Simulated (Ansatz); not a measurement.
**AlP (F-43m): energy against volume by PBE and RPA**

```cif
data_structure
_symmetry_space_group_name_H-M 'P 1'
_symmetry_Int_Tables_number 1
_cell_length_a 3.8629
_cell_length_b 3.8629
_cell_length_c 3.8629
_cell_angle_alpha 60.000
_cell_angle_beta 60.000
_cell_angle_gamma 60.000
_cell_volume 40.76
loop_
_atom_site_label
_atom_site_type_symbol
_atom_site_fract_x
_atom_site_fract_y
_atom_site_fract_z
_atom_site_occupancy
Al1 Al 0.00000 0.00000 0.00000 1
P1 P 0.25000 0.25000 0.25000 1
```

RPA total energy on PBE orbitals, norm-conserving pseudopotentials (Ansatz); 6×6×6 mesh, wave cutoff 599 eV, correlation extrapolated to infinite response cutoff from cutoffs up to 250 eV, 8 electrons, all correlated, long-wavelength term: optical limit, core-valence exchange-correlation kept as a semilocal term.

A Birch-Murnaghan fit gives PBE: V0 = 20.88 Å³ an atom (lattice constants +0.8 % against the given cell), B0 = 82 GPa.

Task: What does RPA on these orbitals give?

Result: RPA: V0 = 20.10 Å³ an atom (lattice constants -0.5 % against the given cell), B0 = 94 GPa. The points for the whole cell, counted from the given cell:

```tsv
V/V_given	V (Å³)	PBE (meV)	Hartree-Fock expression on these orbitals (meV)	RPA (meV)
0.92	37.50	127	133	57
0.96	39.13	41	40	7
1.00	40.76	0	0	0
1.04	42.39	-4	3	30
1.08	44.02	23	43	89
```

With norm-conserving pseudopotentials the core–valence exchange is only approximate, which can shift gaps by tenths of an eV and RPA lattice constants by most of a per cent.
